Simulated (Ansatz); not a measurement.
A run of Ansatz 0.2.0 is set up as follows.

input.yaml

```yaml
crystal:
  lattice:
    - [2.98611099, 0.0, 0.0]
    - [0.0, 2.98611099, 0.0]
    - [0.0, 0.0, 2.98611099]
  atoms:
    - { symbol: Co, position: [0.5, 0.5, 0.5], spin: 2.0 }
    - { symbol: Ti, position: [0.0, 0.0, 0.0], spin: 1.0 }
hamiltonian:
  xc: pbesol
  pseudopotentials: { kind: paw }
magnetization:
  spin_polarized: true
kpoints:
  mp_grid: { grid: [9, 9, 9] }
  band_path:
    path:
      - [[0.0, 0.0, 0.0], [0.0, 0.5, 0.0], [0.5, 0.5, 0.0], [0.0, 0.0, 0.0], [0.5, 0.5, 0.5], [0.0, 0.5, 0.0]]
      - [[0.5, 0.5, 0.0], [0.5, 0.5, 0.5]]
    npoints: 14
scf:
  occupations: { method: fermi_dirac, width: 0.05 }
  n_extra_bands: 6
output:
  forces: true
  stress: true
  eigenvalues: true
  fatbands: false
```

Potentials or basis: Ansatz PAW.

Run with:

```sh
$ ansatz run input.yaml --threads 2 --pin off --max-ram 5632MiB --backend cpu --events-out ev --progress --plain --runs-dir out
```

(1) Predict the band gap on the k mesh.

(2) Predict the absolute moment.

(3) Estimate the net moment.

Answers

(1) none (metal or under the smearing width).

(2) 0.89 μB per cell.

(3) 0.71 μB per cell.
